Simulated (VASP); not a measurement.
# CdS (F-43m): a series in uniaxial stress along [111]

Strain engineering needs slopes: what does uniaxial stress along [111] do to the lattice and the band edges of CdS?

Program: VASP 6.6.1. Level of theory: LDA; plane waves and PAW (Cd, S); cell typed or built by script, in the first sound run; inputs show where later runs differ. Results are calculated unless marked as measured.

Most raw output is cut from this account.

## (1) The starting structure

It takes space group F-43m (No. 216, cubic). Conventional cell: a = 5.820 Å, b = 5.820 Å, c = 5.820 Å, α = 90.00°, β = 90.00°, γ = 90.00°. Nearest to Cd lie 4 S at 2.52 Å. Nearest to S lie 4 Cd at 2.52 Å. Farther neighbours and most contacts between anions are not listed.

As a file:

```
Cd S
1.0
     0.00000    2.91000    2.91000
     2.91000    0.00000    2.91000
     2.91000    2.91000    0.00000
Cd S
1 1
Direct
  0.00000 0.00000 0.00000
  0.25000 0.25000 0.25000
```

## (2) Relax the crystal, LDA

The series starts from the cell that this level prefers, so that zero strain is near zero stress.

This step took 2 runs in a row; the last is shown.

Level: LDA; plane waves and PAW (Cd, S); cell typed or built by script.

INCAR reads:

```
SYSTEM = CdS
PREC = Accurate
ENCUT = 450
EDIFF = 1E-07
NELM = 120
ISMEAR = 0
SIGMA = 0.02
LREAL = .FALSE.
ALGO = Normal
GGA = CA
NBANDS = 15
LASPH = .TRUE.
LORBIT = 11
LWAVE = .FALSE.
LCHARG = .FALSE.
KPAR = 16
IBRION = 2
NSW = 40
ISIF = 3
EDIFFG = -0.005
POTIM = 0.4
```

POSCAR reads:

```
CdS
1.0
    0.0000000000      2.8843989598      2.8843989598
    2.8843989598      0.0000000000      2.8843989598
    2.8843989598      2.8843989598      0.0000000000
Cd S
1 1
Direct
    0.0000000000      0.0000000000      0.0000000000
    0.2500000000      0.2500000000      0.2500000000
```

KPOINTS reads:

```
Automatic mesh
0
Gamma
9 9 9
0 0 0
```

PAW data sets: Cd and S (LDA family, release 64).

Command:

```bash
mpirun -np 16 vasp_std
```

Wall time 6.4 s (16 MPI ranks of AMD EPYC 7R43, shared host); peak memory 2.2 GiB.

Read from the output:

* energy(sigma→0) of the program: -7.4068 eV
* stress, compression positive: 0.01 along [111], 0.01 across it (mean), GPa
* volume: 47.966 Å³
* ionic steps: 2

## (3) Strain across the axis, LDA

One member in full: the axis is strained by 1 %, and the two directions across it are strained alike until their mean stress is under 0.012 GPa or five steps are spent.

This step took 3 runs, each at a new trial strain with the atoms of the one before; the last is shown.

Level: LDA; plane waves and PAW (Cd, S); cell typed or built by script.

INCAR, as its differences from that of step 2:

```diff
@@ -15,7 +15,7 @@
 LCHARG = .FALSE.
-KPAR = 16
-IBRION = 2
-NSW = 40
-ISIF = 3
-EDIFFG = -0.005
-POTIM = 0.4
+KPAR = 4
+IBRION = 1
+NSW = 25
+ISIF = 2
+EDIFFG = -0.004
+POTIM = 0.3
```

POSCAR reads:

```
CdS
1.0
    0.0253734130      2.8999597490      2.8999597490
    2.8999597490      0.0253734130      2.8999597490
    2.8999597490      2.8999597490      0.0253734130
Cd S
1 1
Direct
    0.0011213900      0.0011213900      0.0011213900
    0.2488786100      0.2488786100      0.2488786100
```

KPOINTS is that of step 2.

Command:

```bash
mpirun -np 4 vasp_std
```

The job ended after 22 s (4 MPI ranks; peak memory 0.54 GiB).

Read from the output:

| Quantity | Value |
| --- | --- |
| energy(sigma→0) of the program | -7.4058 eV |
| stress, compression positive | -0.73 along [111], 0.00 across it (mean), GPa |
| ionic steps | 3 |

## (4) Band edges, HSE06

Short lines in KPOINTS_OPT sample the zone centre along and across the axis, for masses, and the other valleys.

Level: HSE06; plane waves and PAW (Cd, S); cell typed or built by script.

INCAR reads:

```
SYSTEM = CdS
PREC = Accurate
ENCUT = 450
EDIFF = 1E-06
NELM = 100
ISMEAR = 0
SIGMA = 0.02
LREAL = .FALSE.
ALGO = Normal
LHFCALC = .TRUE.
AEXX = 0.25
GGA = PE
HFSCREEN = 0.2
LASPH = .TRUE.
NBANDS = 14
PRECFOCK = Fast
LWAVE = .FALSE.
LCHARG = .FALSE.
KPAR = 4
```

POSCAR reads:

```
CdS
1.0
    0.0253734130      2.8999597490      2.8999597490
    2.8999597490      0.0253734130      2.8999597490
    2.8999597490      2.8999597490      0.0253734130
Cd S
1 1
Direct
    0.0009904043      0.0009904043      0.0009904043
    0.2490095957      0.2490095957      0.2490095957
```

KPOINTS reads:

```
Automatic mesh
0
Gamma
5 5 5
0 0 0
```

KPOINTS_OPT reads:

```
Line mode
6
Line-mode
Reciprocal
  0.00000000   0.00000000   0.00000000
  0.02676377   0.02676377   0.02676377

  0.00000000   0.00000000   0.00000000
 -0.01617523   0.01617523   0.00000000

  0.31000000   0.31000000   0.00000000
  0.50000000   0.50000000   0.00000000

  0.00000000   0.31000000   0.31000000
  0.00000000   0.50000000   0.50000000

  0.45000000   0.45000000   0.45000000
  0.50000000   0.50000000   0.50000000

  0.45000000   0.00000000   0.00000000
  0.50000000   0.00000000   0.00000000

  0.42500000   0.42500000   0.00000000
  0.42520192   0.44807715   0.02307715

  0.50000000   0.50000000   0.50000000
  0.48382477   0.51617523   0.50000000
```

Command:

```bash
mpirun -np 4 vasp_std
```

Wall time 8.6 min (4 MPI ranks); peak memory 0.99 GiB.

Numbers from this step:

| Property | Result |
| --- | --- |
| energy(sigma→0) of the program | -7.6194 eV |

## (5) All members

Hybrid runs start from orbitals of a short LDA run, not shown.

Runs beyond LDA use the data sets made with LDA; this shifts their levels slightly, and their total energies have another zero.

The other members went through these steps as far as the tables show, with the same cutoff and, step by step, the same mesh; 42 runs are not shown. The session took 5.9 core hours (wall time by ranks) on a shared machine.

```csv
strain along the axis (%),strain across the axis (%),"stress along the axis, tension positive (GPa)",energy above the unstrained row (meV/atom),"gap on the mesh, LDA (eV)"
-2.000,0.656,-1.404,2.328,0.909
-1.500,0.491,-1.064,1.354,0.923
-1.000,0.326,-0.716,0.637,0.937
-0.500,0.166,-0.361,0.191,0.951
0,0.000,-0.007,0.000,0.965
0.500,-0.158,0.360,0.083,0.952
1.000,-0.320,0.733,0.455,0.937
1.500,-0.477,1.114,1.092,0.922
2.000,-0.633,1.499,1.998,0.905
```

Slopes at zero strain, from cubics through all rows: strain ratio -0.323, stress over strain 72 GPa.

Band edges at HSE06, counted from the valence-band top at Γ, with one row partly withheld:

```csv
strain along the axis (%),gap (eV),conduction band at Γ (eV),Δ or X valley along z (eV),Δ or X valley along x (eV),"lowest conduction level at L, [111] (eV)","lowest conduction level at L, [-111] (eV)",second valence level below the top (eV),third valence level below the top (eV)
-2.000,2.219,2.219,4.309,4.309,3.959,4.190,0.098,0.098
-1.500,2.234,2.234,4.337,4.337,?,4.188,0.075,0.075
-1.000,2.248,2.248,4.364,4.364,4.071,4.186,0.051,0.051
-0.500,2.262,2.262,4.388,4.388,4.128,4.186,0.026,0.026
0,2.276,2.276,4.410,4.410,4.186,4.186,0.000,0.000
0.500,2.262,2.262,4.402,4.402,4.218,4.160,0.000,0.027
1.000,2.246,2.247,4.392,4.392,4.249,4.133,0.000,0.055
1.500,2.230,2.230,4.379,4.379,4.279,4.107,0.000,0.083
2.000,2.212,2.212,4.363,4.363,4.310,4.080,0.000,0.113
```

Conduction masses, in electron masses:

```csv
strain along the axis (%),"conduction mass at Γ, along the strain axis or the normal of the plane","conduction mass at Γ, across the strain axis or in the plane"
-2.000,0.180,0.167
-1.500,0.179,0.168
-1.000,0.176,0.169
-0.500,0.174,0.170
0,0.172,0.172
0.500,0.168,0.171
1.000,0.166,0.173
1.500,0.163,0.174
2.000,0.160,0.175
```

## (6) A fit to the known rows

The quantity to fit is the splitting of the lowest conduction levels at the L points ([111] less [-111]) at HSE06: -0.231, -0.116, -0.058, 0.000, 0.058, 0.115, 0.172, 0.230 eV in the rows shown.

A least-squares parabola through the 8 rows shown, with d the strain along the axis less the strain across it, in %: E = 6.72e-5 d² + 0.08710 d + 1.28e-5 (eV), r.m.s. residual 1.6e-4 eV.

At d = -1.991 this predicts -0.1732 eV.

## (7) Prediction against calculation

The calculation gives -0.1732 eV, so the prediction is right to the last digit shown.

The splitting is Ξu times 8/9 of d, with d as a fraction, so the linear term gives Ξu = 9.8 eV.

## (8) Outcome

* Poisson ratio: 0.323
* Young's modulus along the axis: 72 GPa
* gap of the unstrained cell, HSE06: 2.28 eV
* shear deformation potential Ξu of the lowest conduction levels at L: 9.8 eV
* error of the predicted row: 0.0 meV

**Reading.** As a check, the curvature of the energy gives 73 GPa for the same modulus (energy per volume = E/2 × strain²), 1 % from the slope of the stress. At HSE06 the lowest conduction valley is Γ throughout, and the gap runs between 2.21 and 2.28 eV. Hole masses are left out throughout, since the top bands are degenerate or cross in many series; of conduction masses, those of the Γ, L and (for Si and Ge under (001) strain) Δ valleys are kept where they change by under an eighth between rows. HSE06 ran on a coarser mesh than the semilocal levels. Spin-orbit coupling is left out at HSE06, so the valence splittings there lack it. Δ or X levels are the lowest on their line, refined by a parabola unless they lie at X; the gap is read from all points sampled and can differ from the lowest valley by some meV, or by tens of meV where strain moves the valence top off Γ. Temperature, zero-point motion and excitons are left out.

[Lines on the potential files, build, host, timing and source positions are cut from VASP's logs without a mark.]

[Logs are printed without paths, hosts, clocks, repeated set-up lines and the standing remarks that a program may print on its own settings, such as how far it seeks lower states.]

[Hosts, paths, dates, database ids (printed as entryN), source tags and the programs' standing remarks are cut or masked in the printed files.]

[In band tables of VASP the shares of atoms and orbitals are scaled to a sum of 1 inside the atoms' spheres.]
